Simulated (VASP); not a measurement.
# Ti: relaxation of cell and atoms with PBE+D3(BJ)

Ti:

```
Ti
1.0
     0.00000    2.05457    2.05457
     2.05457    0.00000    2.05457
     2.05457    2.05457    0.00000
Ti
1
Cartesian
  0.0000 0.0000 0.0000
```

This isn't the form of Ti at room conditions, which is hcp.

* Program: VASP 6.6.1
* Task: relaxation of cell and atoms
* Functional: PBE
* Dispersion: D3(BJ)
* Potentials or basis: VASP PAW PBE potentials, release 64 (Ti_sv)
* Cutoff: 600 eV
* k mesh: 18 × 18 × 18
* Occupations: gaussian, width 0.1 eV
* Spin: no spin polarisation
* Further INCAR settings: ALGO = Normal; EDIFF = 1e-07; IBRION = 2; EDIFFG = -0.005; NSW = 90; ISIF = 3

- Relaxed volume: 16.41 Å³/atom
- Relaxed cell: a = 2.852 Å, b = 2.852 Å, c = 2.852 Å, α = 60.00°, β = 60.00°, γ = 60.00°
- Space group after relaxing (to 0.05 Å): Fm-3m (No. 225)
- Energy gained by relaxing: 17.9 meV/atom
- Ionic steps: 3
- Pressure after relaxing: 0.0 GPa
- Band gap on the k mesh: none (metal or under the smearing width)
- Dispersion energy per atom: -0.639 eV

Step by step:
| step | energy change (eV) | largest force (eV/Å) | pressure (GPa) | volume (Å³) |
| --- | --- | --- | --- | --- |
| 1 | 0.0000 | 0.0000 | -5.85 | 17.35 |
| 2 | -0.0097 | 0.0000 | 4.54 | 15.80 |
| 3 | -0.0179 | 0.0000 | -0.02 | 16.41 |

Final structure:
```xyz
1
Lattice="0.0000 2.0167 2.0167 2.0167 0.0000 2.0167 2.0167 2.0167 0.0000" Properties=species:S:1:pos:R:3 pbc="T T T"
Ti    0.0000    0.0000    0.0000
```

Levels at points of the mesh, in eV from the Fermi level:
```
           k point  band 2  band 3  band 4  band 5  band 6  band 7  band 8  band 9  band 10
(0.00, 0.00, 0.00)  -32.40  -32.40  -32.40   -6.23    0.91    0.91    0.91    2.67     2.67
(0.50, 0.00, 0.00)  -33.21  -32.51  -32.51   -2.72    0.78    0.78    0.78    3.83     3.83
(0.50, 0.50, 0.00)  -33.15  -32.68  -32.68   -2.78   -1.87    3.11    3.82    4.13     4.13
```

It took 38 s on 1 thread of Intel(R) Xeon(R) 6975P-C (Granite Rapids), with other jobs on the host, peak memory 0.18 GiB.

Caveat: pairwise dispersion overbinds metals, which lowers pressure and volume.
